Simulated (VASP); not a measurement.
Ni, 1 atom in the cell. The structure is cubic, space group Fm-3m (No. 225). Conventional cell: a = 3.475 Å, b = 3.475 Å, c = 3.475 Å, α = 90.00°, β = 90.00°, γ = 90.00°. Ni (site symmetry m-3m) is surrounded by 12 Ni at 2.46 Å. 

* Program: VASP 6.6.1
* Task: relaxation of cell and atoms
* Functional: PBEsol
* Potentials or basis: VASP PAW PBE potentials, release 64 (Ni)
* Cutoff: 600 eV
* k mesh: 13 × 13 × 13
* Occupations: fermi-dirac, width 0.05 eV
* Spin: collinear spin, ferromagnetic start
* Starting moments: [1.0] μB
* Further INCAR settings: ALGO = Normal; EDIFF = 1e-06; IBRION = 2; EDIFFG = -0.02; NSW = 40; ISIF = 3

Potentials or basis: VASP PAW PBE potentials, release 64 (Ni).

The run is started by

```bash
$ cat potpaw_PBE.64/Ni/POTCAR > POTCAR
$ mpirun -np 1 vasp_std > vasp.out
```

Hardware: 1 thread of Intel(R) Xeon(R) Platinum 8559C (Emerald Rapids), with other jobs on the host.

Estimate the wall time of this run.

Run time: 48 s on 1 thread of Intel(R) Xeon(R) Platinum 8559C (Emerald Rapids) (shared host), peak memory 0.14 GiB. Counts: scf iterations 29, k points 84, ion steps 3.
